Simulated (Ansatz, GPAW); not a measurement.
**Ballistic transport through C2 in line between two Ru chains, from relaxation to T(E)**

Wanted: T(E) of C2 in line between two Ru chains at a relaxed geometry in two programs, beside the unrelaxed structure.

Method: Ansatz plane waves; relaxation of the junction with the lead ends held; PAW set soft_1, in the first sound run; inputs show where later runs differ, in GPAW 26.7.0 and Ansatz 0.2.0.

Report form: the programs' logs are mostly left out.

**1. The structure**

The cell holds 18 atoms: 16 Ru and 2 C. Cell: a = 9.000 Å, b = 9.000 Å, c = 38.457 Å, α = 90.0°, β = 90.0°, γ = 90.0°. Regions: left lead, 8 atoms (8 Ru); channel, 2 atoms (2 C); right lead, 8 atoms (8 Ru). Vacuum lies along a and b. The structure is stacked along c, and the current runs across the ab planes.

**2. Relaxing the atoms**

Transmission follows bond lengths closely, so the atoms between the held lead ends are relaxed first, from a slightly shaken start that lets symmetry break.

Input file input.yaml:

```yaml
crystal:
  lattice:
    - [9.0, 0.0, 0.0]
    - [0.0, 9.0, 0.0]
    - [0.0, 0.0, 38.457]
  atoms:
    - { symbol: Ru, position: [0.5, 0.5, 0.0292534519] }
    - { symbol: Ru, position: [0.5, 0.5, 0.0877603557] }
    - { symbol: Ru, position: [0.5, 0.5, 0.1462672595] }
    - { symbol: Ru, position: [0.5, 0.5, 0.2047741634] }
    - { symbol: Ru, position: [0.5, 0.5, 0.2632810672] }
    - { symbol: Ru, position: [0.5, 0.5, 0.321787971] }
    - { symbol: Ru, position: [0.4985588666, 0.4962330108, 0.3808205349] }
    - { symbol: Ru, position: [0.4963072847, 0.5067130519, 0.4395226711] }
    - { symbol: C, position: [0.4988024569, 0.5019017191, 0.4851352855] }
    - { symbol: C, position: [0.5094465647, 0.4969224511, 0.5169527579] }
    - { symbol: Ru, position: [0.5017258021, 0.4990681632, 0.5620502365] }
    - { symbol: Ru, position: [0.5016892477, 0.5035874695, 0.6192948755] }
    - { symbol: Ru, position: [0.5, 0.5, 0.678212029] }
    - { symbol: Ru, position: [0.5, 0.5, 0.7367189328] }
    - { symbol: Ru, position: [0.5, 0.5, 0.7952258366] }
    - { symbol: Ru, position: [0.5, 0.5, 0.8537327405] }
    - { symbol: Ru, position: [0.5, 0.5, 0.9122396443] }
    - { symbol: Ru, position: [0.5, 0.5, 0.9707465481] }
kpoints:
  mp_grid: { grid: [1, 1, 2] }
hamiltonian:
  xc: pbe
  pseudopotentials: { kind: paw, azcp: { folder: soft_1 } }
scf:
  occupations: { method: fermi_dirac, width: 0.1 }
relax:
  f_tol: 0.03
  max_steps: 80
  constraints: [{ sites: [0, 1, 2, 3, 4, 5, 12, 13, 14, 15, 16, 17] }]
```

Started as:

```
$ ansatz run input.yaml --threads 4 --pin off --max-ram 8192MiB --backend cpu --events-out ev --progress --plain --runs-dir out
```

Elapsed: 6.7 min, on 4 threads of Arm Neoverse N1, shared host; peak memory 4.5 GiB.

The steps of the relaxation:

```
step  energy less that of the first step (eV)  largest force component (eV/Å)
   1                                   0.0000                          4.9903
   2                                  -0.7828                          2.6755
   3                                  -1.2614                          1.8141
   4                                  -1.6336                          0.5638
   5                                  -1.8175                          0.7678
   6                                  -1.8813                          0.9744
   7                                  -1.9151                          0.1203
   8                                  -1.9155                          0.1231
   9                                  -1.9245                          0.0368
  10                                  -1.9273                          0.0186
  11                                  -1.9122                          0.2734
  12                                  -1.9282                          0.0148
  13                                  -1.9286                          0.0557
  14                                  -1.9289                          0.0291
  15                                  -1.9289                          0.0290
  16                                  -1.9301                          0.0197
```

Relaxation step 11 was tried and not accepted.

The atoms that moved most (Å):

```
atom      dx      dy      dz  length
 Ru7   0.681  -0.205  -0.058   0.714
Ru12   0.653  -0.267   0.052   0.708
 Ru8  -0.101  -0.009  -0.314   0.330
Ru11  -0.151   0.063   0.254   0.302
  C9   0.254  -0.102  -0.078   0.285
 C10   0.159  -0.054  -0.004   0.168
```

This step gave:

| Property | Result |
| --- | --- |
| free energy | -94494.2890 eV |
| smearing term TS | 1.720 eV |
| symmetry operations | 1 |

The relaxation lowered the energy of the cell by 1.93 eV.

**3. Plane-wave reference (PBE)**

A plane-wave run comes first: its basis does not favour the atoms, so it serves as the reference for the orbital bases.

This step: Ansatz plane waves; Landauer transmission by layers, zero bias; PAW set soft_1 (Ansatz 0.2.0).

Input file input.yaml:

```yaml
crystal:
  lattice:
    - [9.0, 0.0, 0.0]
    - [0.0, 9.0, 0.0]
    - [0.0, 0.0, 38.457]
  atoms:
    - { symbol: Ru, position: [0.5, 0.5, 0.0292534519] }
    - { symbol: Ru, position: [0.5, 0.5, 0.0877603557] }
    - { symbol: Ru, position: [0.5, 0.5, 0.1462672595] }
    - { symbol: Ru, position: [0.5, 0.5, 0.2047741634] }
    - { symbol: Ru, position: [0.5, 0.5, 0.2632810672] }
    - { symbol: Ru, position: [0.5, 0.5, 0.321787971] }
    - { symbol: Ru, position: [0.5742487662, 0.473452138, 0.3793044403] }
    - { symbol: Ru, position: [0.4851067889, 0.505766025, 0.4313465385] }
    - { symbol: C, position: [0.5270793468, 0.4905265342, 0.4831057528] }
    - { symbol: C, position: [0.5271416507, 0.4909495741, 0.5168457914] }
    - { symbol: Ru, position: [0.4849847209, 0.506061655, 0.5686468727] }
    - { symbol: Ru, position: [0.5742987961, 0.4739501516, 0.6206479535] }
    - { symbol: Ru, position: [0.5, 0.5, 0.678212029] }
    - { symbol: Ru, position: [0.5, 0.5, 0.7367189328] }
    - { symbol: Ru, position: [0.5, 0.5, 0.7952258366] }
    - { symbol: Ru, position: [0.5, 0.5, 0.8537327405] }
    - { symbol: Ru, position: [0.5, 0.5, 0.9122396443] }
    - { symbol: Ru, position: [0.5, 0.5, 0.9707465481] }
kpoints:
  mp_grid: { grid: [1, 1, 2] }
hamiltonian:
  xc: pbe
  pseudopotentials: { kind: paw, azcp: { folder: soft_1 } }
scf:
  occupations: { method: fermi_dirac, width: 0.1 }
output:
  transmission:
    leads: [[0, 1]]
    e_range: [-2, 2]
    de: 0.025
    kmesh: [1, 1]
    reduced_basis: true
  write_potential: true
  write_density: true
  volumetric_format: npy
```

It took 4.5 min on 4 threads; peak memory 4.6 GiB; 13 min of CPU time.

This step gave:

| Item | Value |
| --- | --- |
| free energy | -94494.2893 eV |
| lead level | 0 eV from the Fermi level |
| transmission at the Fermi level (one spin) | 1.774 |
| open channels of the lead at the Fermi level (one spin) | 6 |
| step of the potential along the lead | 2.5 meV |
| offset of the lead | 0 Å |
| filling of the lead less its bulk value, in size | 11.9 meV |
| conductance | 1.757 G₀ |

One spin. Table of transmission, zone mean by energy, zero at the Fermi level:

```
energy (eV)  transmission, zone mean
     -2.000                     2.26
     -1.900                     2.14
     -1.800                     1.81
     -1.700                     1.51
     -1.600                     1.31
     -1.500                     1.16
     -1.400                     1.06
     -1.300                     1.06
     -1.200                     1.01
     -1.100                    0.991
     -1.000                    0.942
     -0.900                    0.891
     -0.800                    0.889
     -0.700                    0.905
     -0.600                    0.978
     -0.500                     1.15
     -0.400                     1.54
     -0.300                     1.91
     -0.275                     1.92
     -0.200                     1.90
     -0.100                     1.86
      0.000                     1.77
      0.100                     1.54
      0.200                     1.13
      0.300                     1.38
      0.400                     1.57
      0.500                     1.77
      0.600                     1.86
      0.700                     1.79
      0.800                     1.55
      0.900                     1.22
      1.000                    0.931
      1.100                    0.712
      1.200                    0.556
      1.300                    0.446
      1.400                    0.366
      1.500                    0.307
      1.600                    0.262
      1.700                    0.227
      1.800                    0.212
      1.900                    0.190
      2.000                    0.168
```

One spin. The open channels, zone mean by energy, zero at the Fermi level:

| energy (eV) | open channels, zone mean |
| --- | --- |
| -2.000 | 3 |
| -1.800 | 3 |
| -1.600 | 3 |
| -1.400 | 3 |
| -1.200 | 5 |
| -1.000 | 6 |
| -0.800 | 6 |
| -0.600 | 6 |
| -0.400 | 6 |
| -0.200 | 6 |
| 0.000 | 6 |
| 0.200 | 6 |
| 0.400 | 4 |
| 0.600 | 4 |
| 0.800 | 4 |
| 1.000 | 4 |
| 1.200 | 4 |
| 1.400 | 4 |
| 1.600 | 4 |
| 1.800 | 3 |
| 2.000 | 3 |

Crystal 0, spin -, k parallel (0, 0); distinct values, listed up to 1.5 1/Å. Im kz of the slowest decaying states against energy, zero at the Fermi level:

```csv
energy (eV),decay 1 (Å⁻¹),decay 2 (Å⁻¹),decay 3 (Å⁻¹),decay 4 (Å⁻¹)
-2.000,0.500,0.608,0.609,1.26
-1.800,0.435,0.518,0.519,1.24
-1.600,0.359,0.402,0.403,1.22
-1.400,0.221,0.223,0.262,1.20
-1.200,0.0914,1.18,1.18,1.25
-1.000,1.15,1.15,1.22,1.33
-0.800,1.13,1.13,1.20,1.31
-0.600,1.11,1.11,1.18,1.29
-0.400,1.08,1.08,1.16,1.27
-0.200,1.06,1.06,1.13,1.25
0.000,1.03,1.03,1.11,1.23
0.200,1.01,1.01,1.09,1.20
0.400,0.281,0.281,0.983,0.983
0.600,0.394,0.394,0.956,0.956
0.800,0.473,0.473,0.929,0.929
1.000,0.535,0.536,0.902,0.902
1.200,0.587,0.587,0.873,0.874
1.400,0.630,0.845,0.845,0.927
1.600,0.667,0.815,0.815,0.898
1.800,0.0982,0.700,0.700,0.785
2.000,0.187,0.729,0.729,0.755
```

Crystal 0, spin -, k parallel (0, 0). Re kz of states that move upwards against energy, zero at the Fermi level:

| energy (eV) | channel 1 (Å⁻¹) | channel 2 (Å⁻¹) | channel 3 (Å⁻¹) | channel 4 (Å⁻¹) | channel 5 (Å⁻¹) | channel 6 (Å⁻¹) |
| --- | --- | --- | --- | --- | --- | --- |
| -2.000 | -0.757 | -0.757 | 0.629 | - | - | - |
| -1.800 | -0.721 | -0.720 | 0.651 | - | - | - |
| -1.600 | -0.686 | -0.685 | 0.673 | - | - | - |
| -1.400 | -0.652 | -0.651 | 0.696 | - | - | - |
| -1.200 | -0.618 | -0.617 | 0.264 | 0.265 | 0.719 | - |
| -1.000 | -0.585 | -0.585 | 0.227 | 0.445 | 0.446 | 0.743 |
| -0.800 | -0.553 | -0.553 | 0.333 | 0.581 | 0.582 | 0.767 |
| -0.600 | -0.521 | -0.521 | 0.412 | 0.702 | 0.702 | 0.792 |
| -0.400 | -0.490 | -0.489 | 0.476 | 0.818 | 0.818 | 0.819 |
| -0.200 | -0.459 | -0.458 | 0.531 | 0.848 | 0.939 | 0.939 |
| 0.000 | -0.428 | -0.427 | 0.580 | 0.878 | 1.08 | 1.08 |
| 0.200 | -0.396 | -0.396 | 0.623 | 0.911 | 1.32 | 1.32 |
| 0.400 | -0.365 | -0.364 | 0.661 | 0.946 | - | - |
| 0.600 | -0.333 | -0.333 | 0.696 | 0.984 | - | - |
| 0.800 | -0.301 | -0.301 | 0.727 | 1.03 | - | - |
| 1.000 | -0.269 | -0.268 | 0.756 | 1.07 | - | - |
| 1.200 | -0.235 | -0.235 | 0.783 | 1.12 | - | - |
| 1.400 | -0.201 | -0.200 | 0.807 | 1.18 | - | - |
| 1.600 | -0.165 | -0.165 | 0.831 | 1.27 | - | - |
| 1.800 | -0.128 | -0.127 | 0.853 | - | - | - |
| 2.000 | -0.0870 | -0.0861 | 0.875 | - | - | - |

The electrostatic potential energy of an electron (with the applied field's), less the Fermi level, planar mean oscillates, so the rows of the table below give means over windows of 2.28 Å about each position, cut where the curve ends. Its first 14 maxima inside the range that stand out by 2 % of the span (Å: eV): 2.3: 4.62, 4.6: 4.60, 6.7: 4.60, 9.0: 4.62, 11.3: 4.56, 13.5: 4.47, 15.5: 4.22, 17.8: 4.91, 19.2: 4.98, 20.7: 4.91, 22.9: 4.22, 24.9: 4.47, 27.2: 4.56, 29.5: 4.62. Its first 14 minima: 1.1: 2.52, 3.4: 2.53, 5.6: 2.53, 7.8: 2.52, 10.1: 2.51, 12.4: 2.45, 14.5: 2.44, 16.5: 2.47, 18.5: 4.32, 19.9: 4.32, 21.9: 2.47, 23.9: 2.44, 26.1: 2.45, 28.3: 2.51.

The electrostatic potential energy of an electron (with the applied field's), less the Fermi level, planar mean by z; means over each step:

| z (Å) | electrostatic potential energy of an electron (with the applied field's), less the Fermi level, planar mean (eV) |
| --- | --- |
| 1.14 | 3.62 |
| 3.42 | 3.62 |
| 5.70 | 3.61 |
| 7.98 | 3.61 |
| 10.26 | 3.59 |
| 12.54 | 3.53 |
| 14.82 | 3.41 |
| 17.10 | 3.71 |
| 19.38 | 4.58 |
| 21.66 | 3.60 |
| 23.94 | 3.47 |
| 26.22 | 3.54 |
| 28.50 | 3.60 |
| 30.78 | 3.61 |
| 33.06 | 3.61 |
| 35.34 | 3.62 |
| 37.62 | 3.39 |

The valence density, planar mean oscillates, so the rows of the table below give means over windows of 2.28 Å about each position, cut where the curve ends. Its first 14 maxima inside the range that stand out by 2 % of the span (Å: e/Å³): 1.1: 0.178, 3.4: 0.178, 5.6: 0.176, 7.8: 0.178, 10.1: 0.179, 12.4: 0.179, 14.5: 0.178, 16.5: 0.177, 18.9: 0.0400, 21.9: 0.177, 23.9: 0.177, 26.1: 0.179, 28.3: 0.179, 30.6: 0.178. Its first 14 minima: 2.3: 0.0257, 4.6: 0.0259, 6.7: 0.0258, 9.0: 0.0259, 11.3: 0.0255, 13.5: 0.0264, 15.5: 0.0345, 17.7: 0.0224, 20.8: 0.0224, 22.9: 0.0346, 24.9: 0.0263, 27.2: 0.0255, 29.5: 0.0259, 31.8: 0.0258.

Valence density, planar mean against z; means over each step:

z (Å), valence density, planar mean (e/Å³) and a bar from the least value:
```
     1.14      0.087 #######################
     3.42      0.087 #######################
     5.70      0.087 #######################
     7.98      0.087 #######################
    10.26      0.087 #######################
    12.54      0.087 #######################
    14.82      0.091 #########################
    17.10      0.084 ######################
    19.38      0.038 
    21.66      0.086 #######################
    23.94      0.089 ########################
    26.22      0.087 #######################
    28.50      0.087 #######################
    30.78      0.087 #######################
    33.06      0.087 #######################
    35.34      0.087 #######################
    37.62      0.101 ##############################
```

T at the Fermi level is 1.77 of 6 open channels a spin.

**4. GPAW, dzp**

Localised orbitals split the wire into layers that couple to their neighbours alone, which is what the Green's function method needs; double zeta with polarisation is the usual level for numbers.

This step: GPAW LCAO, PAW setups; Landauer transmission from Green's functions with principal layers (ASE), zero bias (GPAW 26.7.0).

Input file run.py:

```python
import json
import numpy as np
from ase import Atoms
from ase.transport.calculators import TransportCalculator
from gpaw import GPAW, FermiDirac
from gpaw.lcao.tools import get_lcao_hamiltonian
from scipy.linalg import eigh

# The junction with lead layers at both ends, along the third cell vector
device = Atoms(
    ['Ru', 'Ru', 'Ru', 'Ru', 'Ru', 'Ru', 'Ru', 'Ru', 'C', 'C', 'Ru', 'Ru', 'Ru', 'Ru', 'Ru', 'Ru', 'Ru', 'Ru'],
    positions=[
        [4.50000, 4.50000, 1.12500],
        [4.50000, 4.50000, 3.37500],
        [4.50000, 4.50000, 5.62500],
        [4.50000, 4.50000, 7.87500],
        [4.50000, 4.50000, 10.12500],
        [4.50000, 4.50000, 12.37500],
        [5.16824, 4.26107, 14.58691],
        [4.36596, 4.55189, 16.58829],
        [4.74371, 4.41474, 18.57880],
        [4.74427, 4.41855, 19.87634],
        [4.36486, 4.55455, 21.86845],
        [5.16869, 4.26555, 23.86826],
        [4.50000, 4.50000, 26.08200],
        [4.50000, 4.50000, 28.33200],
        [4.50000, 4.50000, 30.58200],
        [4.50000, 4.50000, 32.83200],
        [4.50000, 4.50000, 35.08200],
        [4.50000, 4.50000, 37.33200]],
    cell=[[9.0, 0.0, 0.0], [0.0, 9.0, 0.0], [0.0, 0.0, 38.457]],
    pbc=True)

# One principal layer of the lead: the first 5 atoms of the device
lead = Atoms(
    ['Ru', 'Ru', 'Ru', 'Ru', 'Ru'],
    positions=[
        [4.50000, 4.50000, 1.12500],
        [4.50000, 4.50000, 3.37500],
        [4.50000, 4.50000, 5.62500],
        [4.50000, 4.50000, 7.87500],
        [4.50000, 4.50000, 10.12500]],
    cell=[[9.0, 0.0, 0.0], [0.0, 9.0, 0.0], [0.0, 0.0, 11.25]],
    pbc=True)

settings = dict(mode='lcao', basis='dzp', xc='PBE', h=0.2,
                occupations=FermiDirac(0.1), maxiter=250,
                mixer=dict(beta=0.1, nmaxold=8, weight=100.0),
                convergence=dict(density=0.0001))
energies = np.arange(-2, 2 + 1e-9, 0.025)
eta = 0.0001
n1, n2 = 1, 1
# k and -k transmit alike, so half of the mesh across the current serves
mesh = [(i, j) for i in range(n1) for j in range(n2) if (i, j) <= (-i % n1, -j % n2)]
weights = np.array([1 if (i, j) == (-i % n1, -j % n2) else 2 for i, j in mesh]) / (n1 * n2)

# [... helper functions left out ...]
fermi_lead = ground_state(lead, (1, 1, 10), 'lead.txt')
fermi_device = ground_state(device, (1, 1, 2), 'device.txt')
# [... loop over the mesh left out, but for ...]
        # Shift the lead onto the potential of the device's first layer
        shift = ((H[:, 0, 0] - H0[:, 0, 0]) / S0[0, 0]).real.mean()
# [...]
kT = 8.617333e-5 * 300
bias = [0.1, 0.2, 0.5, 1.0, 1.5, 2.0]
# [... integrals and printing left out ...]
```

Started as:

```
$ OMP_NUM_THREADS=1 OPENBLAS_NUM_THREADS=1 python run.py
```

Run time: 8.8 min. Hardware: 1 thread; peak memory 1.5 GiB.

Numbers from this step:

```
conductance                                    : 1.781 G₀
thermopower                                    : 3.143 μV/K
largest coupling past the next principal layer : 2.00e-5 eV
largest misfit of the first principal layer    : 0.05507 eV
shift that aligns the lead                     : -3.23e-4 eV
basis functions of the junction                : 490
basis functions of a principal layer           : 145
transmission at the Fermi level (one spin)     : 1.795
```

One spin. The transmission, zone mean by energy, zero at the Fermi level:

```csv
energy (eV),"transmission, zone mean"
-2.000,2.28
-1.800,1.83
-1.600,1.30
-1.400,1.08
-1.200,1.07
-1.000,1.01
-0.800,0.908
-0.600,0.935
-0.400,1.33
-0.225,1.89
-0.200,1.87
0.000,1.80
0.200,1.34
0.400,1.62
0.575,1.87
0.600,1.87
0.800,1.37
1.000,0.798
1.200,0.498
1.400,0.337
1.600,0.245
1.800,0.201
2.000,0.145
```

Not self-consistent under bias; the bias window is split evenly. The current through one cell, from the zero-bias transmission by bias:

```csv
bias (V),"current through one cell, from the zero-bias transmission (μA)"
0.100,13.8
0.200,27.3
0.500,65.7
1.000,125
1.500,177
2.000,218
```

Transmission of the three most open eigenchannels against energy, zero at the Fermi level:

| energy (eV) | channel 1 | channel 2 | channel 3 |
| --- | --- | --- | --- |
| -2.000 | 0.969 | 0.927 | 0.386 |
| -1.800 | 0.813 | 0.699 | 0.317 |
| -1.600 | 0.570 | 0.499 | 0.237 |
| -1.400 | 0.542 | 0.396 | 0.141 |
| -1.200 | 0.512 | 0.496 | 0.0593 |
| -1.000 | 0.620 | 0.320 | 0.0719 |
| -0.800 | 0.681 | 0.176 | 0.0504 |
| -0.600 | 0.725 | 0.181 | 0.0297 |
| -0.400 | 0.810 | 0.498 | 0.0183 |
| -0.200 | 0.973 | 0.880 | 0.0196 |
| 0.000 | 0.984 | 0.776 | 0.0338 |
| 0.200 | 0.800 | 0.520 | 0.0226 |
| 0.400 | 0.979 | 0.509 | 0.135 |
| 0.600 | 0.992 | 0.776 | 0.100 |
| 0.800 | 0.671 | 0.649 | 0.0485 |
| 1.000 | 0.488 | 0.288 | 0.0210 |
| 1.200 | 0.344 | 0.145 | 0.00850 |
| 1.400 | 0.246 | 0.0884 | 0.00300 |
| 1.600 | 0.182 | 0.0621 | 5.6e-4 |
| 1.800 | 0.153 | 0.0473 | 5.6e-6 |
| 2.000 | 0.114 | 0.0310 | 1.0e-7 |

At the Fermi level T is 1.80 against 1.77 in plane waves. Couplings past the next layer reach 2.0e-5 eV, small enough to drop; the matrix elements of the cell's first layer differ from the bulk lead's by up to 0.055 eV. That layer keeps its own values in the calculation, and only beyond it is the lead taken as perfect. The Fermi levels of lead and junction count from different zeros of potential, one for each periodic cell; with both set to zero, the small remaining shift is what aligns them. By hand: G = 1.781 × 77.48 μS = 138 μS, a resistance of 7.25 kΩ; at 0.1 V a linear junction would pass 13.8 μA, and the integral over the bias window gives 13.8 μA. Mott's formula, S = -(π²/3)(k_B²T/e) d ln T/dE, has the prefactor 7.33 μV/K·eV at 300 K; T = 1.804 at -0.025 eV and 1.778 at 0.025 eV give a slope of -0.298 per eV and S = 2.19 μV/K, beside 3.14 μV/K from the thermal integral, which interpolates the same grid.

**5. GPAW, szp: basis = "szp(dzp)"**

One radial function a shell plus polarisation makes the matrices smaller; the question is what that costs.

run.py: that of step 4 with these lines changed.

```diff
@@ -45,3 +45,3 @@
 
-settings = dict(mode='lcao', basis='dzp', xc='PBE', h=0.2,
+settings = dict(mode='lcao', basis='szp(dzp)', xc='PBE', h=0.2,
                 occupations=FermiDirac(0.1), maxiter=250,
```

It took 5.2 min on 1 thread; peak memory 1.4 GiB.

This step gave:

- conductance: 1.763 G₀
- thermopower: 3.493 μV/K
- largest coupling past the next principal layer: 2.01e-5 eV
- largest misfit of the first principal layer: 0.05843 eV
- shift that aligns the lead: 0.003919 eV
- basis functions of the junction: 274
- basis functions of a principal layer: 80
- transmission at the Fermi level (one spin): 1.780

The conductance, 1.76 G₀, lies 1.0 % below that of the dzp run.

(Part 1 of 2 ends here.)

[Logs are printed without paths, hosts, clocks, repeated set-up lines and the standing remarks that a program may print on its own settings, such as how far it seeks lower states.]

[Hosts, paths, dates, database ids (printed as entryN), source tags and the programs' standing remarks are cut or masked in the printed files.]
